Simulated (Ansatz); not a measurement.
System: zinc-blende AlSb. Method: PBE+SOC in Ansatz (PAW).

Input file:

Ansatz 0.2 input:
```yaml
crystal:
  lattice:
    - [0.0, 3.1331297343, 3.1331297343]
    - [3.1331297343, 0.0, 3.1331297343]
    - [3.1331297343, 3.1331297343, 0.0]
  atoms:
    - { symbol: Al, position: [0.0, 0.0, 0.0] }
    - { symbol: Sb, position: [0.25, 0.25, 0.25] }
basis:
  ecutwfc: 520
  ecutrho_ratio: 4
  xc_grid: 2
kpoints:
  mp_grid: { grid: [10, 10, 10] }
hamiltonian:
  xc: pbe
  dispersion: none
  pseudopotentials: { kind: paw }
scf:
  occupations: { method: fermi_dirac, width: 0.01 }
  convergence: { dr2_threshold: 0.0000000002 }
output:
  forces: true
  stress: true
  eigenvalues: true
magnetization:
  noncollinear: true
  spin_orbit: true
```

How many irreducible k-points, plane waves at Γ does the program set up, and what pressure does the run end with?

47 irreducible k-points, 1639 plane waves at Γ; P = -0.93 GPa, so the cell is stretched on average and its volume would shrink at this level.

Output (set-up and result lines):

```
Crystal: 2 atoms, lattice volume = 61.513 Å³
Basis set: ecut = 520 eV, 1639 PW (Γ), exchange–correlation on 72×72×72 points (8 copies of the dense FFT grid, shifted against one another)
Bands: 26, of which v1, the nominal top of the filled ones, is band 18 counted from 1 (17 counted from 0)
Symmetry: 24 space group operations + 24 with time reversal
k-points: 47 of 1000 (time reversal used)
Initial density: superposition of atomic densities (chi_scale 0.1, normalization cell, long waves kept (reshape's long-wave potential 0.00 eV rms))
Functional: x = pbe(κ = 0.804, μ = 0.2195149727645171), c = pbe(β = 0.06672455060314922)
SCF 1 converged in 9 iterations: F = -7024.748219 eV  dr2 = 4.80e-11
SCF converged after 9 iterations
Free energy (F): -7024.748219 eV
Internal energy: -7024.748219 eV  (E = F + TS)
E sigma→0 (E₀):  -7024.748219 eV
Fermi energy:    6.242175 eV
--- Forces (eV/Å), atoms counted from 1 ---
  atom   1  Al     0.00000000    -0.00000000    -0.00000000
  atom   2  Sb    -0.00000000     0.00000000     0.00000000
--- Stress (GPa, compression-positive) ---
       -0.929931       0.000000      -0.000000
        0.000000      -0.929931       0.000000
        0.000000       0.000000      -0.929931
  P = ⅓ Tr σ = -0.9299 GPa (-9.299 kbar)
```

The cell is one volume of an energy–volume scan, off the minimum.

Cost on a shared machine: very roughly 14 core-seconds.

Ansatz is an electronic-structure program.
